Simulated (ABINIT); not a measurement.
# HgSe (F-43m) in ABINIT: convergence with nband

Aim: find how far nband must go before the results for HgSe settle, at PBEsol. This setting moves, with any that are tied to it; all else stays.

Program: ABINIT 10.8.3 (patched build). These are calculated values, not measurements. Logs are shortened: lines on timing, memory, paths and dates and some standing lists are left out, and cuts for length are marked. The log counts tension as positive stress, the text compression.

## 1. Starting point

The structure is cubic, space group F-43m (No. 216). Conventional cell: a = 6.078 Å, b = 6.078 Å, c = 6.078 Å, α = 90.00°, β = 90.00°, γ = 90.00°. Hg (site symmetry -43m) has 4 Se at 2.63 Å as nearest neighbours. Se (site symmetry -43m) is surrounded by 4 Hg at 2.63 Å.

## 2. With nband 10

The input, run.abi:

```
# Pseudopotentials
pp_dirpath "./"
pseudos "Hg.GGA_PBE-JTH.xml, Se.GGA_PBE-JTH.xml"

# Structure
acell 3*1.0
rprim
     0.0000000000     5.7428776927     5.7428776927
     5.7428776927     0.0000000000     5.7428776927
     5.7428776927     5.7428776927     0.0000000000
ntypat 2
znucl 80 34
natom 2
typat 1 2
xred
     0.0000000000     0.0000000000     0.0000000000
     0.7500000000     0.7500000000     0.7500000000

# Plane-wave basis
ecut 19.0
pawecutdg 38.0
pawxcdev 0

# k points
kptopt 1
ngkpt 8 8 8
nshiftk 1
shiftk 0.0 0.0 0.0

# Exchange and correlation
ixc -116133

# Bands and occupations
nband 10
occopt 3
tsmear 0.00183747

# SCF cycle
nstep 100
tolvrs 1.0e-9

# Output
iomode 3
prtwf 0
prtden 0
prteig 0
prtebands 0
enunit 2
```

Potentials or basis: JTH PAW PBE v2.0.

Launch:

```sh
> abinit run.abi > log 2>&1
```

Run time: 43 s. Hardware: 1 thread of Arm Neoverse V1, shared host; peak memory 0.12 GiB.

The run converged. Its results:

```
Free energy                                           : -1410.9267 eV
Pressure                                              : 1.7 GPa
Band gap on the k mesh                                : none (metal or under the smearing width)
Valence electrons inside the program's atomic spheres : Hg 9.98; Se 3.90
```

## 3. With nband 11

Edit run.abi of step 2 so:

```diff
@@ -33,3 +33,3 @@
 # Bands and occupations
-nband 10
+nband 11
 occopt 3
```

Potentials or basis: JTH PAW PBE v2.0.

Launch:

```sh
> abinit run.abi > log 2>&1
```

Wall time 52 s (1 thread of Arm Neoverse V1, shared host); peak memory 0.12 GiB.

It converged, with:

* Free energy: -1410.9267 eV
* Pressure: 1.7 GPa
* Band gap on the k mesh: none (metal or under the smearing width)
* Valence electrons inside the program's atomic spheres: Hg 9.98; Se 3.90

## 4. With nband 12

Edit run.abi of step 3 so:

```diff
@@ -33,3 +33,3 @@
 # Bands and occupations
-nband 11
+nband 12
 occopt 3
```

Launch:

```sh
> abinit run.abi > log 2>&1
```

It took 39 s on 1 thread of Arm Neoverse V1, shared host; peak memory 0.12 GiB.

It converged, with:

```yaml
Free_energy: -1410.9267 eV
Pressure: 1.7 GPa
Band_gap_on_the_k_mesh: none (metal or under the smearing width)
Valence_electrons_inside_the_program's_atomic_spheres: Hg 9.98; Se 3.90
```

## 5. With nband 13

Edit run.abi of step 4 so:

```diff
@@ -33,3 +33,3 @@
 # Bands and occupations
-nband 12
+nband 13
 occopt 3
```

Launch:

```sh
> abinit run.abi > log 2>&1
```

It took 55 s on 1 thread of Arm Neoverse V1, shared host; peak memory 0.12 GiB.

It converged, with:

| Item | Value |
| --- | --- |
| Free energy | -1410.9267 eV |
| Pressure | 1.7 GPa |
| Band gap on the k mesh | none (metal or under the smearing width) |
| Valence electrons inside the program's atomic spheres | Hg 9.98; Se 3.90 |

## 6. With nband 14

Edit run.abi of step 5 so:

```diff
@@ -33,3 +33,3 @@
 # Bands and occupations
-nband 13
+nband 14
 occopt 3
```

Potentials or basis: JTH PAW PBE v2.0.

Launch:

```sh
> abinit run.abi > log 2>&1
```

It took 71 s on 1 thread of Arm Neoverse V1, shared host; peak memory 0.12 GiB.

It converged, with:

```
Free energy                                           : -1410.9267 eV
Pressure                                              : 1.7 GPa
Band gap on the k mesh                                : none (metal or under the smearing width)
Valence electrons inside the program's atomic spheres : Hg 9.98; Se 3.90
```

## 7. With nband 17

Edit run.abi of step 6 so:

```diff
@@ -33,3 +33,3 @@
 # Bands and occupations
-nband 14
+nband 17
 occopt 3
```

Launch:

```sh
> abinit run.abi > log 2>&1
```

Run time: 57 s. Hardware: 1 thread of Arm Neoverse V1, shared host; peak memory 0.13 GiB.

Results (log left out):

```yaml
Free_energy: -1410.9267 eV
Pressure: 1.7 GPa
Band_gap_on_the_k_mesh: none (metal or under the smearing width)
Valence_electrons_inside_the_program's_atomic_spheres: Hg 9.98; Se 3.90
```

## 8. With nband 23

Edit run.abi of step 7 so:

```diff
@@ -33,3 +33,3 @@
 # Bands and occupations
-nband 17
+nband 23
 occopt 3
```

Potentials or basis: JTH PAW PBE v2.0.

Launch:

```sh
> abinit run.abi > log 2>&1
```

run.abo:

```text
.Version 10.8.3 of ABINIT
 Symmetries : space group F-4 3 m (#216); Bravais cF (face-center cubic)
================================================================================
 Values of the parameters that define the memory need of the present run
     intxc =       0    ionmov =       0      iscf =      17    lmnmax =      18
     lnmax =       6     mgfft =      32  mpssoang =       3    mqgrid =    3001
     natom =       2  nloc_mem =       2    nspden =       1   nspinor =       1
    nsppol =       1      nsym =      24    n1xccc =       1    ntypat =       2
    occopt =       3   xclevel =       2
       mpw =        1514          nfft =       32768          nkpt =          29
 PAW method is used; the additional fine FFT grid is defined by:
   mgfftf=        48    nfftf =    110592
================================================================================
================================================================================

--------------------------------------------------------------------------------
------------- Echo of variables that govern the present computation ------------
--------------------------------------------------------------------------------
 -outvars: echo values of preprocessed input variables --------
            acell      1.0000000000E+00  1.0000000000E+00  1.0000000000E+00 Bohr
              amu      2.00590000E+02  7.89600000E+01
             ecut      1.90000000E+01 Hartree
           enunit           2
              ixc     -116133
         kptrlatt        8    0    0      0    8    0      0    0    8
          kptrlen      6.49732442E+01
            natom           2
            nband          23
            ngfft          32      32      32
          ngfftdg          48      48      48
             nkpt          29
            nstep         100
             nsym          24
           ntypat           2
           occopt           3
        pawecutdg      3.80000000E+01 Hartree
         pawxcdev           0
           prtden           0
        prtebands           0
           prteig           0
            prtwf           0
            rprim      0.0000000000E+00  5.7428776927E+00  5.7428776927E+00
                       5.7428776927E+00  0.0000000000E+00  5.7428776927E+00
                       5.7428776927E+00  5.7428776927E+00  0.0000000000E+00
          spgroup         216
           tolvrs      1.00000000E-09
           tsmear      1.83747000E-03 Hartree
            typat      1  2
           useylm           1
           xangst      0.0000000000E+00  0.0000000000E+00  0.0000000000E+00
                       4.5584999969E+00  4.5584999969E+00  4.5584999969E+00
            xcart      0.0000000000E+00  0.0000000000E+00  0.0000000000E+00
                       8.6143165390E+00  8.6143165390E+00  8.6143165390E+00
             xred      0.0000000000E+00  0.0000000000E+00  0.0000000000E+00
                       7.5000000000E-01  7.5000000000E-01  7.5000000000E-01
            znucl       80.00000   34.00000

================================================================================

 chkinp: Checking input parameters for consistency.

================================================================================
== DATASET  1 ==================================================================

--- !DatasetInfo
iteration_state: {dtset: 1, }
dimensions: {natom: 2, nkpt: 29, mband: 23, nsppol: 1, nspinor: 1, nspden: 1, mpw: 1514, }
cutoff_energies: {ecut:  19.0, pawecutdg:  38.0, }
electrons: {nelect:   1.80000000E+01, charge:   0.00000000E+00, occopt:   3.00000000E+00, tsmear:   1.83747000E-03, }
meta: {optdriver: 0, ionmov: 0, optcell: 0, iscf: 17, paral_kgb: 0, }
...

 Real(R)+Recip(G) space primitive vectors, cartesian coordinates (Bohr,Bohr^-1):
 R(1)=  0.0000000  5.7428777  5.7428777  G(1)= -0.0870644  0.0870644  0.0870644
[... 103 lines left out ...]
 Atom  Sphere_radius  Integrated_density
    1        2.40020          9.97536146
    2        2.21132          3.89676236

================================================================================

 ----iterations are completed or convergence reached----

 Mean square residual over all n,k,spin=   90.813E-09; max=  40.650E-06
 reduced coordinates (array xred) for    2 atoms
       0.000000000000      0.000000000000      0.000000000000
       0.750000000000      0.750000000000      0.750000000000
 rms dE/dt=  2.2787E-29; max dE/dt=  1.6829E-29; dE/dt below (all hartree)
    1       0.000000000000      0.000000000000      0.000000000000
    2      -0.000000000000      0.000000000000     -0.000000000000

 cartesian coordinates (angstrom) at end:
    1      0.00000000000000     0.00000000000000     0.00000000000000
    2      4.55849999687752     4.55849999687752     4.55849999687752

 cartesian forces (hartree/bohr) at end:
    1     -0.00000000000000    -0.00000000000000     0.00000000000000
    2      0.00000000000000     0.00000000000000    -0.00000000000000
 frms,max,avg= 2.5023208E-30 3.6630226E-30   0.000E+00  0.000E+00  0.000E+00 h/b

 cartesian forces (eV/Angstrom) at end:
    1     -0.00000000000000    -0.00000000000000     0.00000000000000
    2      0.00000000000000     0.00000000000000    -0.00000000000000
 frms,max,avg= 1.2867451E-28 1.8836020E-28   0.000E+00  0.000E+00  0.000E+00 e/A
 length scales=  1.000000000000  1.000000000000  1.000000000000 bohr
              =  0.529177210544  0.529177210544  0.529177210544 angstroms
 Fermi (or HOMO) energy (hartree) =   0.04659   Average Vxc (hartree)=  -0.33707
 Eigenvalues (hartree) for nkpt=  29  k points:
 kpt#   1, nband= 23, wtk=  0.00195, kpt=  0.0000  0.0000  0.0000 (reduced coord)
  -0.45187   -0.21939   -0.21939   -0.21939   -0.19173   -0.19173    0.00675    0.04459
   0.04459    0.04459    0.24384    0.24384    0.24384    0.35194    0.46255    0.46255
   0.47940    0.47940    0.47940    0.54221    0.88732    0.88732    0.88732
      occupation numbers for kpt#   1
   2.00000    2.00000    2.00000    2.00000    2.00000    2.00000    2.00000    1.49488
   1.49488    1.49488    0.00000    0.00000    0.00000    0.00000    0.00000    0.00000
   0.00000    0.00000    0.00000    0.00000    0.00000    0.00000    0.00000
 prteigrs : prtvol=0 or 1, do not print more k-points.

 Fermi (or HOMO) energy (eV) =   1.26773   Average Vxc (eV)=  -9.17205
 Eigenvalues (   eV  ) for nkpt=  29  k points:
 kpt#   1, nband= 23, wtk=  0.00195, kpt=  0.0000  0.0000  0.0000 (reduced coord)
 -12.29609   -5.96986   -5.96986   -5.96986   -5.21728   -5.21728    0.18357    1.21348
   1.21348    1.21348    6.63527    6.63527    6.63527    9.57679   12.58667   12.58667
  13.04505   13.04505   13.04505   14.75437   24.14517   24.14517   24.14517
 prteigrs : prtvol=0 or 1, do not print more k-points.

--- !EnergyTerms
iteration_state     : {dtset: 1, }
comment             : Components of total free energy in Hartree
kinetic             :  1.39097130647671E+01
hartree             :  1.20435018355080E+01
xc                  : -9.45313344165360E+00
Ewald energy        : -4.09530728044388E+01
psp_core            :  3.51474054217775E+00
local_psp           : -3.42268338168730E+01
PAW spherical_terms :  3.31453273586961E+00
internal            : -5.18505518846429E+01
'-kT*entropy'       : -2.18841890940354E-05
total_energy        : -5.18505737688320E+01
total_energy_eV     : -1.41092598989942E+03
...

--- !EnergyTermsDC
iteration_state     : {dtset: 1, }
comment             : '"Double-counting" decomposition of free energy'
band_energy         : -3.18255935838955E+00
Ewald energy        : -4.09530728044388E+01
psp_core            :  3.51474054217775E+00
xc_dc               : -1.39971310759506E+01
PAW spherical_terms :  2.76744502585347E+00
internal            : -5.18505776707477E+01
'-kT*entropy'       : -2.18841890940354E-05
total_energy_dc     : -5.18505995549368E+01
total_energy_dc_eV  : -1.41092669157508E+03
...

--- !EnergyTermsWithPAWCore
iteration_state     : {dtset: 1, }
comment             : 'Components of total free energy, including PAW core contributions'
Total energy        : -2.20458870276586E+04
Total energy DC     : -2.20458870534447E+04
Total energy (eV)   : -5.99899147044881E+05
Total energy DC (eV): -5.99899147746556E+05
...

 Cartesian components of stress tensor (hartree/bohr^3)
  sigma(1 1)= -5.82722791E-05  sigma(3 2)=  0.00000000E+00
  sigma(2 2)= -5.82722791E-05  sigma(3 1)=  0.00000000E+00
  sigma(3 3)= -5.82722791E-05  sigma(2 1)=  0.00000000E+00

-Cartesian components of stress tensor (GPa)         [Pressure=  1.7144E+00 GPa]
- sigma(1 1)= -1.71442964E+00  sigma(3 2)=  0.00000000E+00
- sigma(2 2)= -1.71442964E+00  sigma(3 1)=  0.00000000E+00
- sigma(3 3)= -1.71442964E+00  sigma(2 1)=  0.00000000E+00

== END DATASET(S) ==============================================================
================================================================================

 -outvars: echo values of variables after computation  --------
            acell      1.0000000000E+00  1.0000000000E+00  1.0000000000E+00 Bohr
           etotal     -5.1850599555E+01
            fcart     -7.3260452099E-31 -3.6630226050E-30  2.1978135630E-30
                       7.3260452099E-31  3.6630226050E-30 -2.1978135630E-30
            rprim      0.0000000000E+00  5.7428776927E+00  5.7428776927E+00
                       5.7428776927E+00  0.0000000000E+00  5.7428776927E+00
                       5.7428776927E+00  5.7428776927E+00  0.0000000000E+00
           strten     -5.8272279081E-05 -5.8272279081E-05 -5.8272279081E-05
                       0.0000000000E+00  0.0000000000E+00  0.0000000000E+00
           xangst      0.0000000000E+00  0.0000000000E+00  0.0000000000E+00
                       4.5584999969E+00  4.5584999969E+00  4.5584999969E+00
             xred      0.0000000000E+00  0.0000000000E+00  0.0000000000E+00
                       7.5000000000E-01  7.5000000000E-01  7.5000000000E-01
 Calculation completed.
```

It took 61 s on 1 thread of Arm Neoverse V1, shared host; peak memory 0.13 GiB.

What came out:

* Free energy: -1410.9267 eV
* Pressure: 1.7 GPa
* Band gap on the k mesh: none (metal or under the smearing width)
* Valence electrons inside the program's atomic spheres: Hg 9.98; Se 3.90

## 9. Result

```
nband  energy less the tightest run, at zero smearing (meV/atom)  SCF cycles  CPU time (s)  peak memory (GiB)
   10                                                       0.00          27            43               0.12
   11                                                       0.00          31            52               0.12
   12                                                       0.00          22            39               0.12
   13                                                       0.00          30            55               0.12
   14                                                       0.00          37            71               0.12
   17                                                       0.00          25            57               0.13
   23                                                       0.00          21            61               0.13
```

Against the tightest run, the energy stays within 1 meV/atom from 10 on. The tightest run that finished is the yardstick and may itself not be fully converged.

Caveats: the PAW data sets were made with another functional, which shifts forces and pressure a little.
